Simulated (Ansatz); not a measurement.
Ionic part of the dielectric constant of ZnS at 9 GPa, mode by mode

Level of theory: Ansatz, DFT LDA, scalar-relativistic, plane waves, PAW. Settings: 420 eV plane-wave cutoff, Γ-centred 10×10×10 mesh, fixed occupations. No spin polarisation. Phonons by linear response, acoustic sum rule imposed.

It takes space group F-43m (No. 216, cubic). The conventional cell has a = 5.147 Å, b = 5.147 Å, c = 5.147 Å, α = 90.00°, β = 90.00°, γ = 90.00°. Zn (site symmetry -43m) is surrounded by 4 S at 2.23 Å. S (site symmetry -43m) has 4 Zn at 2.23 Å as nearest neighbours.

The primitive cell has V = 34.09 Å³ and ε∞,zz = 6.196. Each polar mode adds Δε = (4.92064×10⁷/V)·S/ν² along z, with S its oscillator strength in e²/amu, ν in cm⁻¹ and V in Å³.

Problem. From these modes, find each Δε and ε0,zz.
| ν (cm⁻¹) | S_zz (e²/amu) |
| --- | --- |
| 336.1 | 0.1471 |

Solution.
```
ν (cm⁻¹)    Δε
   336.1  1.88
```

The sum is 1.880, so ε0,zz = 8.08; the run's tensor has 8.08.

Problem. Where do the longitudinal modes lie for a wave vector along z?

Solution. At 384 cm⁻¹. The Lyddane–Sachs–Teller product Π(ν_LO/ν_TO)² = 1.30 matches ε0/ε∞ = 1.30.

Cost: 1 run of about 1.1 core-minutes, on Intel Xeon Platinum 8175M (Skylake/Cascade Lake) (shared hosts).

Electronic polarisation dominates the static response of compressed zincblende ZnS: the lattice adds only 1.880 to an ε∞ of 6.196. With two atoms in the primitive cell there is a single polar optical mode, threefold degenerate before the macroscopic field splits it, so the Zn and S sublattices moving against each other carry the whole ionic term. The polar Zn–S bond gives this motion a sizeable dipole, but its partly covalent sp³ character makes the restoring force stiff, and the contribution falls with the square of the frequency. The same dipole creates the field that lifts the longitudinal mode to 384 cm⁻¹, with the electrons screening part of it.

The electronic constant is higher than expected from measurements on ZnS, probably because the LDA gap is too small and makes the valence electrons too polarisable. That would also overscreen the field and narrow the longitudinal–transverse splitting. The Lyddane–Sachs–Teller agreement cannot reveal such an error, since both sides rest on the same ε∞ and oscillator strength.
